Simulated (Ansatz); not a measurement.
# ZnO: the cost of one run

Program: Ansatz 0.2.0. Level of theory: DFT PBEsol, scalar-relativistic, plane waves, PAW, and further levels as typed in the inputs. These are calculated values, not measurements.

## Step 1: The structure to begin with

Symmetry: P6_3mc, No. 186, hexagonal system. Conventional cell: a = 3.250 Å, b = 3.250 Å, c = 5.210 Å, α = 90.00°, β = 90.00°, γ = 120.00°. Zn (site symmetry 3m) is surrounded by 4 O at 1.98 Å. O (site symmetry 3m) has 4 Zn at 1.98 Å as nearest neighbours.

Coordinates:

```cif
data_structure
_symmetry_space_group_name_H-M 'P6_3mc'
_symmetry_Int_Tables_number 186
_cell_length_a 3.2500
_cell_length_b 3.2500
_cell_length_c 5.2100
_cell_angle_alpha 90.000
_cell_angle_beta 90.000
_cell_angle_gamma 120.000
_cell_volume 47.66
loop_
_atom_site_label
_atom_site_type_symbol
_atom_site_symmetry_multiplicity
_atom_site_Wyckoff_symbol
_atom_site_fract_x
_atom_site_fract_y
_atom_site_fract_z
_atom_site_occupancy
Zn1 Zn 2 b 0.33333 0.66667 0.00000 1
O1 O 2 b 0.33333 0.66667 0.38000 1
```

## Step 2: Relaxing cell and atoms: ZnO, no spin

input.yaml

```yaml
crystal:
  lattice:
    - [3.25, 0.0, 0.0]
    - [-1.625, 2.8145825623, 0.0]
    - [0.0, 0.0, 5.21]
  atoms:
    - { symbol: Zn, position: [0.3333333333, 0.6666666667, 0.0] }
    - { symbol: Zn, position: [0.6666666667, 0.3333333333, 0.5] }
    - { symbol: O, position: [0.3333333333, 0.6666666667, 0.38] }
    - { symbol: O, position: [0.6666666667, 0.3333333333, 0.88] }
scf:
  occupations: { method: fixed }
  n_extra_bands: 4
output:
  forces: true
  stress: true
  write_density: true
  write_potential: true
  elf: true
  volumetric_format: npy
kpoints:
  mp_grid: { grid: [8, 8, 5] }
hamiltonian:
  xc: pbesol
relax:
  f_tol: 0.005
  max_steps: 120
  cell: {}
```

Run with:

```console
$ ansatz run input.yaml --threads 2 --pin off --max-ram 6144MiB --backend cpu --events-out ev --progress --plain --runs-dir out
```

**Question.** How long does this run take on 2 threads of Arm Neoverse V2, shared host, and how much memory does it need?

About 9.5 s, with a peak of 0.35 GiB.
